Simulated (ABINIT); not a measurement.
The system is K.

```
CELL_PARAMETERS angstrom
-2.69756 2.69756 2.69756
2.69756 -2.69756 2.69756
2.69756 2.69756 -2.69756
ATOMIC_POSITIONS crystal
K 0.00000 0.00000 0.00000
```

| Item | Value |
| --- | --- |
| Program | ABINIT 10.8.3 (patched build) |
| Task | single point |
| Functional | PBE |
| Potentials or basis | JTH PAW PBE v2.0 |
| Cutoff | 435 eV |
| k mesh | 7 × 7 × 7 |
| Occupations | fermi-dirac, width 0.05 eV |
| Spin | no spin polarisation |

On this cell: pressure -0.2 GPa; band gap on the k mesh none (metal or under the smearing width).

The same run follows on a disturbed copy (cell strained at random at fixed volume):

```
K
1.0
    -2.62910    2.66761    2.60007
     2.71869   -2.74448    2.76653
     2.66008    2.77546   -2.67695
K
1
Direct
  0.99632 0.99168 0.00721
```

**Question.** What changes?

**Answer.** The energy (extrapolated to zero smearing) moves by +1.4 meV/atom; pressure -0.2 GPa; band gap on the k mesh none (metal or under the smearing width).

Stress tensor (GPa, compression positive):
```
-0.24 -0.04 -0.09
-0.04 -0.23  0.08
-0.09  0.08 -0.25
```
